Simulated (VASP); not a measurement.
# NbH2 (Fm-3m) in VASP: a series of runs, part 2 of 2

VASP 6.6.1. The steps go on from the part before.

## Step 3: Relaxation of cell and atoms, LDA

INCAR reads:

```
PREC     = Accurate       # precision mode
ENCUT    = 600            # plane-wave cutoff, eV
EDIFF    = 1E-6           # SCF threshold, eV
ISMEAR   = 0              # smearing method
SIGMA    = 0.1            # smearing width, eV
LREAL    = F              # projectors in reciprocal space
LASPH    = T              # aspherical terms in the spheres
NELM     = 100            # most SCF steps
ALGO     = Fast           # electronic algorithm
ISIF     = 3              # what is computed and relaxed
LWAVE    = F              # write WAVECAR
LCHARG   = F              # write CHGCAR
IBRION   = 2              # ionic algorithm
NSW      = 100            # ionic steps
EDIFFG   = -0.005         # ionic threshold
```

KPOINTS reads:

```
regular mesh
0
Gamma
  16 16 16
```

POSCAR reads:

```
NbH2
1.0
    0.0000000000      2.2482910098      2.2482910098
    2.2482910098      0.0000000000      2.2482910098
    2.2482910098      2.2482910098      0.0000000000
Nb H
1 2
Direct
    0.0000000000      0.0000000000      0.0000000000
    0.2500000000      0.2500000000      0.2500000000
    0.7500000000      0.7500000000      0.7500000000
```

Potentials or basis: VASP PAW LDA potentials, release 64 (Nb_sv, H).

The run is started by

```
$ cat potpaw_LDA.64/Nb_sv/POTCAR potpaw_LDA.64/H/POTCAR > POTCAR
$ mpirun -np 1 vasp_std > vasp.out
```

OUTCAR:

```text
PREC = Accurate
   ENCUT = 600
   EDIFF = 1E-6
   ISMEAR = 0
   LREAL = F
   LASPH = T
   NELM = 100
   ISIF = 3
   IBRION = 2
   NSW = 100
   EDIFFG = -0.005

 ion  position               nearest neighbor table
   1  0.000  0.000  0.000-   3 1.95   3 1.95   3 1.95   2 1.95   3 1.95   2 1.95   2 1.95   2 1.95

   2  0.250  0.250  0.250-   1 1.95   1 1.95   1 1.95   1 1.95
   3  0.750  0.750  0.750-   1 1.95   1 1.95   1 1.95   1 1.95

  LATTYP: Found a face centered cubic cell.
 ALAT       =     4.4965820196

  Lattice vectors:

 A1 = (   0.0000000000,   2.2482910098,   2.2482910098)
 A2 = (   2.2482910098,   0.0000000000,   2.2482910098)
 A3 = (   2.2482910098,   2.2482910098,   0.0000000000)

Analysis of symmetry for initial positions (statically):
=====================================================================
 Subroutine PRICEL returns:
 Original cell was already a primitive cell.

 Routine SETGRP: Setting up the symmetry group for a
 face centered cubic supercell.

 Subroutine GETGRP returns: Found 48 space group operations
 (whereof 48 operations were pure point group operations)
 out of a pool of 48 trial point group operations.

The static configuration has the point symmetry O_h .

Analysis of symmetry for dynamics (positions and initial velocities):
=====================================================================
 Subroutine PRICEL returns:
 Original cell was already a primitive cell.

 Routine SETGRP: Setting up the symmetry group for a
 face centered cubic supercell.

 Subroutine GETGRP returns: Found 48 space group operations
 (whereof 48 operations were pure point group operations)
 out of a pool of 48 trial point group operations.

The dynamic configuration has the point symmetry O_h .

 Subroutine INISYM returns: Found 48 space group operations
 (whereof 48 operations are pure point group operations),
 and found     1 'primitive' translations

[... 178 lines left out ...]
  ---------------------------------------------------
  free  energy   TOTEN  =       -19.2871798196 eV

  energy  without entropy=      -19.2830158638  energy(sigma->0) =      -19.28509784

--------------------------------------- Ionic step        2  -------------------------------------------

 number of electron      15.0000001 magnetization

 Free energy of the ion-electron system (eV)
  ---------------------------------------------------
  ext. energy  EPLUGINS =         0.00000000
  ---------------------------------------------------
  free energy    TOTEN  =       -19.28719459 eV

  energy without entropy =      -19.28304371  energy(sigma->0) =      -19.28511915

 E-fermi :  10.3648     XC(G=0): -12.4655

 val. band max:       10.3467879310   @ k =  -0.2500   0.2500   0.0625
 cond. band min:      10.3714409753   @ k =   0.2500   0.1875   0.0625
 fundamental gap:      0.0246530443
 Fermi energy:        10.3647793583

 k-point     1 :       0.0000    0.0000    0.0000
  band No.  band energies     occupation
      1     -44.6821      2.00000
      2     -20.5770      2.00000
      3     -20.5770      2.00000
      4     -20.5770      2.00000
      5      -0.5104      2.00000
      6       8.9092      2.00000
      7       8.9092      2.00000
      8       8.9092      2.00000
      9       9.2888      2.00000
     10      11.6920      0.00000
     11      11.6920      0.00000
[... 309 lines left out ...]
 k-point    24 :      -0.0625    0.0625    0.0000
  band No.  band energies     occupation
      1     -44.6715      2.00000
      2     -20.6566      2.00000
      3     -20.5983      2.00000
      4     -20.5824      2.00000
      5      -0.2108      2.00000
      6       7.0804      2.00000
      7       9.0535      2.00000
      8       9.0796      2.00000
      9      11.4441      0.00000
     10      11.4743      0.00000
     11      11.6861      0.00000

 [... further k-points ...]

------------------------ aborting loop because EDIFF is reached ----------------------------------------

  FORCE on cell =-STRESS in cart. coord.  units (eV):
  Direction    XX          YY          ZZ          XY          YZ          ZX
  --------------------------------------------------------------------------------------
  -------------------------------------------------------------------------------------
  Total        0.0134120      0.0134120      0.0134120      0.0000000      0.0000000      0.0000000
  in kB        0.9471826      0.9471826      0.9471826      0.0000000      0.0000000      0.0000000
  external PRESSURE =       0.9471826 kB  Pullay stress =       0.0000000 kB

 VOLUME and BASIS-vectors are now :
 -----------------------------------------------------------------------------
  energy-cutoff  :      600.00
  volume of cell :       22.69
      direct lattice vectors                 reciprocal lattice vectors
     0.000000000  2.246883100  2.246883100    -0.222530491  0.222530491  0.222530491
     2.246883100  0.000000000  2.246883100     0.222530491 -0.222530491  0.222530491
     2.246883100  2.246883100  0.000000000     0.222530491  0.222530491 -0.222530491

 POSITION                                       TOTAL-FORCE (eV/Angst)
 -----------------------------------------------------------------------------------
      2.24688      2.24688      4.49377         0.000000     -0.000000      0.000000
      1.12344      1.12344      1.12344         0.000000      0.000000      0.000000
      3.37032      3.37032      3.37032        -0.000000     -0.000000     -0.000000
 -----------------------------------------------------------------------------------
    total drift:                                0.000000     -0.000000      0.000000

  FREE ENERGIE OF THE ION-ELECTRON SYSTEM (eV)
  ---------------------------------------------------
  free  energy   TOTEN  =       -19.2871945931 eV

  energy  without entropy=      -19.2830437127  energy(sigma->0) =      -19.28511915

 reached required accuracy - stopping structural energy minimisation
```

CONTCAR:

```text
NbH2
   1.00000000000000
     0.0000000000000000    2.2468830998757578    2.2468830998757578
     2.2468830998757578    0.0000000000000000    2.2468830998757578
     2.2468830998757578    2.2468830998757578    0.0000000000000000
  Nb              H
     1     2
Direct
     1.0000000000000000    1.0000000000000000    0.0000000000000000
     0.2500000000000000    0.2500000000000000    0.2500000000000000
     0.7500000000000000    0.7500000000000000    0.7500000000000000

  0.00000000E+00  0.00000000E+00  0.00000000E+00
  0.00000000E+00  0.00000000E+00  0.00000000E+00
  0.00000000E+00  0.00000000E+00  0.00000000E+00
```

Run time: 68 s. Hardware: 1 thread of Intel Xeon 6975P-C (Granite Rapids), shared host; peak memory 0.18 GiB.

What came out:

- Free energy: -19.2872 eV
- Relaxed volume: 7.56 Å³/atom
- Relaxed cell: a = 3.178 Å, b = 3.178 Å, c = 3.178 Å, α = 60.00°, β = 60.00°, γ = 60.00°
- Space group after relaxing (to 0.05 Å): Fm-3m (No. 225)
- Energy gained by relaxing: 0.0 meV/atom
- Ionic steps: 2
- Pressure after relaxing: 0.1 GPa
- Band gap on the k mesh: none (metal or under the smearing width)

Final structure:
```
CELL_PARAMETERS angstrom
0.00000 2.24688 2.24688
2.24688 0.00000 2.24688
2.24688 2.24688 0.00000
ATOMIC_POSITIONS crystal
Nb 0.00000 0.00000 0.00000
H 0.25000 0.25000 0.25000
H 0.75000 0.75000 0.75000
```

Levels at points of the mesh, in eV from the Fermi level:
```csv
k point,band 5,band 6,band 7,band 8,band 9,band 10,band 11
"(0.00, 0.00, 0.00)",-10.88,-1.46,-1.46,-1.46,-1.08,1.33,1.33
"(0.50, 0.00, 0.00)",-8.60,-4.85,-1.30,-1.30,2.80,2.80,5.18
"(0.50, 0.50, 0.00)",-7.77,-4.90,-4.57,2.99,3.05,3.05,7.36
```

## Step 4: Single point, LDA

INCAR reads:

```
SYSTEM = NbH2
PREC = Accurate
ENCUT = 520
EDIFF = 1E-6
ISMEAR = 0
SIGMA = 0.15
LREAL = .FALSE.
LASPH = .TRUE.
NELM = 100
ALGO = Fast
ISIF = 2
LWAVE = .FALSE.
LCHARG = .FALSE.
NBANDS = 14
```

KPOINTS reads:

```
Automatic mesh
0
G
  18 18 18
  0 0 0
```

POSCAR reads:

```
NbH2
1.0
    0.0000000000      2.2476930305      2.2476930305
    2.2476930305      0.0000000000      2.2476930305
    2.2476930305      2.2476930305      0.0000000000
Nb H
1 2
Direct
    0.0000000000      0.0000000000      0.0000000000
    0.2500000000      0.2500000000      0.2500000000
    0.7500000000      0.7500000000      0.7500000000
```

The run is started by

```
$ cat potpaw_LDA.64/Nb_sv/POTCAR potpaw_LDA.64/H/POTCAR > POTCAR
$ mpirun -np 1 vasp_std > vasp.out
```

Wall time 38 s (1 thread of Intel Xeon 6975P-C (Granite Rapids), shared host); peak memory 0.17 GiB.

It converged, with:

* Free energy: -19.2886 eV
* Pressure: -0.1 GPa
* Band gap on the k mesh: none (metal or under the smearing width)

Levels at points of the mesh, in eV from the Fermi level:
| k point | band 4 | band 5 | band 6 | band 7 | band 8 | band 9 | band 10 | band 11 | band 12 | band 13 |
| --- | --- | --- | --- | --- | --- | --- | --- | --- | --- | --- |
| (0.00, 0.00, 0.00) | -30.93 | -10.85 | -1.44 | -1.44 | -1.44 | -1.06 | 1.34 | 1.34 | 12.70 | 13.55 |
| (0.50, 0.00, 0.00) | -31.03 | -8.58 | -4.83 | -1.29 | -1.29 | 2.81 | 2.81 | 5.20 | 6.53 | 12.64 |
| (0.50, 0.50, 0.00) | -31.20 | -7.75 | -4.89 | -4.55 | 3.00 | 3.06 | 3.06 | 7.37 | 7.37 | 8.90 |

## Step 5: Overview

| task | cell | k mesh | cutoff (eV) | smearing | gap on the mesh (eV) | pressure (GPa) |
| --- | --- | --- | --- | --- | --- | --- |
| single point | Fm-3m, 7.57 Å³/atom | 16 × 16 × 16 | 520 | gaussian 0.1 eV | none | -0.2 |
| relaxation of cell and atoms | relaxed | 16 × 16 × 16 | 600 | gaussian 0.1 eV | none | 0.1 |
| single point | Fm-3m, 7.57 Å³/atom | 18 × 18 × 18 | 520 | gaussian 0.15 eV | none | -0.1 |

Alike in all rows: level LDA; potentials or basis VASP PAW LDA potentials, release 64 (Nb_sv, H); no spin polarisation.

Absolute energies hang on the potentials; compare differences alone.
